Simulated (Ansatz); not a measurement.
# Formation energy and levels of the substitutional impurity Ta_Ga in GaN (P6_3mc), part 2 of 2

Wanted: the transition levels of a substitutional impurity in GaN (P6_3mc), from a cell of 72 host atoms with 1 Ga taken out and 1 Ta put in.

Ansatz; place-levels on r2SCAN runs: charge-transition levels and formation energies with image-charge correction and potential alignment at the atomic sites; PAW set soft_1.

So far: The structure; Charge states; place-levels, r2SCAN.

## Step 3: place-levels, r2SCAN (continued)

Levels between the charges placed, in eV above the valence top:

```tsv
	gap (eV)	(+2/+1)	(+1/0)	(0/−1)
r2SCAN	2.35	2.46	2.42	2.35
```

Corrections by state:

```tsv
charge	moment (μB)	image terms and alignment (eV)	band filling (eV)	ε used	over the lowest of its charge, as the program ranks them, band filling apart (eV)
+2	0.0	1.214	-	principal values (10.10, 10.10, 11.19)	0.000
+1	1.0	0.408	-	principal values (10.10, 10.10, 11.19)	0.000
0	2.0	0.000	-0.645	-	0.000
−1	1.0	-0.080	-1.930	principal values (10.10, 10.10, 11.19)	0.000
0	0.0	0.000	-	-	0.316
```

The charged structures listed were also run neutral, and place-levels reads from each pair, by the potential or the spins, how wide the charge is by which they differ; that can be the carrier of either run.

```tsv
charge	rms radius (Å)	spread where it is widest against the cell (Å)	wide from (Å)	reading
+2	4.1	2.24	1.43	wide
+1	7.1	3.99	1.43	wide
−1	2.8	1.51	1.43	wide
```

The neutral runs of these pairs need not share the spin of the lowest neutral state, and very wide values only mean spread over the cell.

From the program's caveats on the states, each cut to its opening words:

- charge +2: it parts from the run at its places by a charge that spreads by about 2.2 Å along one vector (1.4 Å or more is wide), by its potential at epsilon [5.83, 5.83, [...]
- charge +2: its alignment with the host at atomic sites is doubtful: the mean over the far sites moves by -0.0599 eV from their farther parts to their nearer, more than [...]
- charge +1 (1 μB): it parts from the run at its places by a charge that spreads by about 4 Å along one vector (1.4 Å or more is wide), by its potential at epsilon [5.83, 5.83, [...]
- charge +1 (1 μB), 0 (2 μB), −1 (1 μB): flagged: stability check not made
- charge 0 (2 μB): a band-filling correction moves a carrier to the host's band edge, which changes its energy by -0.645 eV
- charge −1 (1 μB): it parts from the run at its places by a charge that spreads by about 1.5 Å along one vector (1.4 Å or more is wide), by its potential at epsilon [5.83, 5.83, [...]
- charge −1 (1 μB): a band-filling correction moves a carrier to the host's band edge, which changes its energy by -1.930 eV
- charge −1 (1 μB): its alignment with the host at atomic sites is doubtful: the mean over the far sites moves by -0.0504 eV from their farther parts to their nearer, more than [...]
- charge −1 (1 μB): its moments are held at its close (magnetization.spin_locking), by a field of 0.305 eV a Bohr magneton, and its energy and levels are of the state that this [...]
- charge −1 (1 μB): flagged: look outside group
- charge 0: its displacements don't fall off away from the defect: farther atoms stand 0.026 Å off the host's places

The host's formation energy from the elements is -0.653 eV per atom; it sets how far the chemical potentials can move.

Formation energies (eV), Ga-rich (Δμ(Ga) = 0.00 eV, Δμ(N) = -1.31 eV, Δμ(Ta) = 0.00 eV):

```tsv
charge	Fermi level at the valence top	at the conduction bottom
+2	-2.87	1.83
+1	-0.41	1.94
0	2.01	2.01
−1	4.36	2.01
```

Formation energies (eV), N-rich (Δμ(N) = 0.00 eV, Δμ(Ga) = -1.31 eV, Δμ(Ta) = 0.00 eV):

```tsv
charge	Fermi level at the valence top	at the conduction bottom
+2	-4.18	0.52
+1	-1.72	0.63
0	0.70	0.70
−1	3.06	0.70
```

## Step 4: The same at the relaxations' own k-points

The relaxations' own energies give the levels at their sampling, for comparison.

Input file levels.relax_mesh.yaml:

```yaml
host:
  run: host.relax.run
states: [qm1_M1.relax.run, q0.relax.run, qp1_M1.relax.run, qp2.relax.run, q0_M2.relax.run]
chemical_potentials:
  Ga:
    energy: -3790.270342
    dataset: <sha256 of the dataset>
  Ta:
    energy: -9945.170238
    dataset: "<sha256 of the dataset>"
```

Command:

```sh
$ ansatz place-levels levels.relax_mesh.yaml -- --threads 4 --pin off --max-ram 15073MiB
```

What it wrote:

```text
(+2/+1) 2.444 eV above the valence edge, in the conduction band; not on the lower envelope
[...]
formation energy of charge +2: -2.759 eV with the Fermi level at the valence edge
formation energy of charge +1: -0.315 eV with the Fermi level at the valence edge
formation energy of charge 0: +2.046 eV with the Fermi level at the valence edge
formation energy of charge -1: +4.409 eV with the Fermi level at the valence edge
  edges by r2scan, gap 2.361 eV; the host is sampled to repeats of 14.10 Å
[... the lines on each state left out ...]
```

Wall time 0.19 s (4 threads of Arm Neoverse V1, shared host).

Levels between neighbouring charges, in eV above the valence top:

```tsv
	gap (eV)	(+2/+1)	(+1/0)	(0/−1)
one point at (¼, ¼, ¼)	2.36	2.44	2.36	2.36
a 2×2×2 shifted mesh	2.35	2.46	2.42	2.35
```

Going from one point at (¼, ¼, ¼) to a 2×2×2 shifted mesh moves the levels that carry no band-filling term by up to 0.02 eV and formation energies against the elements by up to 0.11 eV; band-filling terms, which differ between samplings, are in these energies.

## Step 5: What came out

```json
{
  "gap of the host": "2.35 eV (r2SCAN)",
  "level (plus 2/plus 1)": "2.46 eV above the valence top, past the conduction bottom, not a change between lowest states",
  "level (plus 1/0)": "2.42 eV above the valence top, past the conduction bottom, not a change between lowest states (3.07 eV above the valence top without the band-filling term)",
  "level (0/minus 1)": "2.35 eV above the valence top, at the conduction bottom, not a change between lowest states (3.64 eV above the valence top without the band-filling term)",
  "lowest of the charges placed, just above the valence top (0.02 eV)": "+2",
  "lowest of the charges placed, just below the conduction bottom (0.02 eV)": "+2",
  "lowest formation energy at mid-gap of the charges run, Ga-rich": "-0.52 eV",
  "lowest formation energy at mid-gap of the charges run, N-rich": "-1.83 eV"
}
```

**Reading.** Of the charges placed (−1, 0, +1 and +2), +2 is the lowest from 0.02 eV above the valence top to 0.02 eV below the conduction bottom, a gap of 2.35 eV. (+2/+1) lies 0.11 eV from a band edge, less than the doubt on such levels. Charges above +2 were not placed, so these runs say nothing of levels that involve them. States placed: +2 at 0 μB; +1 at 1 μB; 0 at 2 μB and 0 μB; −1 at 1 μB. Other spin states or structures, where not listed, weren't placed. The program finds carriers beyond a band edge of the host and adds a band-filling term at charge −1 (-1.93 eV) and 0 (-0.64 eV); steps to such a charge show no bound level, and a defect level inside a band would be read the same way. Ta is taken at its element; compounds, which aren't counted here, bound the chemical potentials and would shift these formation energies. Going from one point at (¼, ¼, ¼) to a 2×2×2 shifted mesh moves the levels that carry no band-filling term by up to 0.02 eV and formation energies against the elements by up to 0.11 eV; band-filling terms, which differ between samplings, are in these energies. The program doubts the alignment of potentials for at least one state, a sign that the cell is small. What this leaves open: r2SCAN makes the gap too small and tends to spread out bound carriers; where a gas molecule sets a chemical potential or the host's formation energy, its binding is uncorrected; spin–orbit coupling, which can matter with heavy atoms, is left out; force components of up to 0.47 eV/Å remain in a run at the final settings.

Calculation against experiment:

| quantity | measured | r2SCAN |
| --- | --- | --- |
| band gap (least gap of the host) (eV) | 3.51 | 2.35 (-1.16 eV) |

Measured values from arxiv:1708.04036 (2017).

**Verdict.** The band gap is off by -1.16 eV: a clear miss. Local and semilocal functionals usually give gaps below the measured ones. Zero-point and thermal motion shift the measured gap.

[Logs are printed without paths, hosts, clocks, repeated set-up lines and the standing remarks that a program may print on its own settings, such as how far it seeks lower states.]

[Hosts, paths, dates, database ids (printed as entryN), source tags and the programs' standing remarks are cut or masked in the printed files.]

[Where a table of states has a column of steps, it counts the stored structures, which are thinned; the runs took as many ionic steps or more.]

[A defect's name tells the site on which it was built; relaxed atoms can leave that site.]

[For some hosts the program warned that the k-mesh of the response run may be too coarse for force constants and the static dielectric constant; such warnings are not shown here.]
